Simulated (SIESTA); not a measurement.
TaS2:

```
CELL_PARAMETERS angstrom
3.35000 0.00000 0.00000
-1.67500 2.90119 0.00000
0.00000 0.00000 5.86000
ATOMIC_POSITIONS crystal
Ta 0.00000 0.00000 0.00000
S 0.66667 0.33333 0.75000
S 0.33333 0.66667 0.25000
```

Base run:

- Program: SIESTA 5.4.2
- Functional: RGE2
- Potentials or basis: PseudoDojo 0.4 standard (PBE files)
- Basis: DZP (energy shift 0.002 Ry)
- Grid cutoff: 800 Ry
- Energy shift: 0.002 Ry
- k mesh: 9 × 9 × 5
- Occupations: fermi-dirac, width 0.05 eV
- Spin: no spin polarisation

Its results: band gap on the k mesh none (metal or under the smearing width); pressure 7.1 GPa; largest force 1.334 eV/Å.

**Question.** The run is repeated on the same cell with these changes: functional from RGE2 to PBE-libxc. What comes out?

**Answer.** Band gap on the k mesh none (metal or under the smearing width); pressure 10.2 GPa; largest force 1.509 eV/Å.

Caveats: semicore shells carry a single zeta, which can move pressures by several GPa and volumes by a few percent; spin-orbit coupling is left out, which moves the levels of the heavy elements; the basis of atomic orbitals isn't converged, which shifts pressures, moduli and gaps; the potentials were made for another functional, which shifts forces and pressure (some runs); forces of over 1 eV/Å show positions far from the minimum, so gaps and moduli don't describe the material at rest (some runs).
